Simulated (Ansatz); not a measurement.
The system is Bi.

```xyz
2
Lattice="3.4886 -3.1326 0.0000 3.4886 3.1326 0.0000 -1.2602 0.0000 3.1136" Properties=species:S:1:pos:R:3 pbc="T T T"
Bi    4.1738    0.0000    2.6695
Bi    1.5432    0.0000    0.4440
```

This isn't the form of Bi at room conditions, which is rhombohedral.

Base run:

- Program: Ansatz 0.2.0
- Functional: PBEsol
- Potentials or basis: all-electron LAPW, relativistic spinors
- Cutoff: 190 eV (chosen from the basis error)
- Basis error allowed: 0.001 eV/atom
- k mesh: 4 × 4 × 7
- Occupations: fermi-dirac, width 0.05 eV
- Spin: spin-orbit coupling, no magnetisation

Its results: pressure -1.4 GPa; largest force 0.101 eV/Å.

Task: The run is repeated on the same cell with these changes: potentials or basis from all-electron LAPW, relativistic spinors to all-electron LAPW, scalar-relativistic; spin from spin-orbit coupling, no magnetisation to no spin polarisation. What comes out?

Result: Pressure -2.5 GPa; largest force 0.144 eV/Å.

Caveats: the k mesh is thin for a metal, which can move the energy by tens of meV per atom.
